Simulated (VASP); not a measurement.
## SnO2 in VASP: convergence with ENCUT

The system is SnO2.

```
CELL_PARAMETERS angstrom
-2.00007 2.00007 5.12368
2.00007 -2.00007 5.12368
2.00007 2.00007 -5.12368
ATOMIC_POSITIONS crystal
Sn 0.00083 0.00457 0.00231
Sn 0.74884 0.24898 0.50122
O 0.54660 0.04934 0.50387
O 0.20382 0.19824 0.99420
O 0.95300 0.45209 0.50026
O 0.79882 0.79388 0.00262
```

The cell comes from a database or a generator and needn't be the stable form of this composition.

The cell isn't the ideal one: atoms moved at random, drawn with an rms of 0.02 Å.

* Program: VASP 6.6.1
* Task: single point
* Functional: PBE
* Potentials or basis: VASP PAW PBE potentials, release 64 (Sn_d, O_h)
* Cutoff: 600 eV
* k mesh: 7 × 7 × 7
* Occupations: gaussian, width 0.02 eV
* Spin: no spin polarisation

These are the settings of the first run; the series varies ENCUT, with any setting tied to it.

Hardware: 1 thread of Intel(R) Xeon(R) 6975P-C (Granite Rapids), with other jobs on the host.

**Question.** The values tried are 600 eV, 700 eV, 800 eV, 900 eV, loosest first. From which on does the gap on the mesh stay within 0.01 eV of the tightest run that finished?

**Answer.** From 800 eV on.

| ENCUT | energy less the tightest run, at zero smearing (meV/atom) | largest force (eV/Å) | gap on the mesh (eV) | SCF cycles | CPU time (s) | peak memory (GiB) |
| --- | --- | --- | --- | --- | --- | --- |
| 600 eV | 63.45 | 0.707 | 1.543 | 17 | 650 | 0.65 |
| 700 eV | 12.46 | 0.707 | 1.601 | 17 | 1100 | 0.8 |
| 800 eV | 1.54 | 0.705 | 1.617 | 17 | 1100 | 0.9 |
| 900 eV | 0.00 | 0.705 | 1.620 | 17 | 1300 | 1.1 |

Against the tightest run, the largest force stays within 0.005 eV/Å from 600 eV on. Not settled before the last step: the energy (to 1 meV/atom). The tightest run that finished is the yardstick and may itself not be fully converged.

Caveat, for the tightest run too: spin-orbit coupling is left out, which moves the levels of the heavy elements; an odd mesh through Γ misses points on the zone boundary, where band edges often lie.
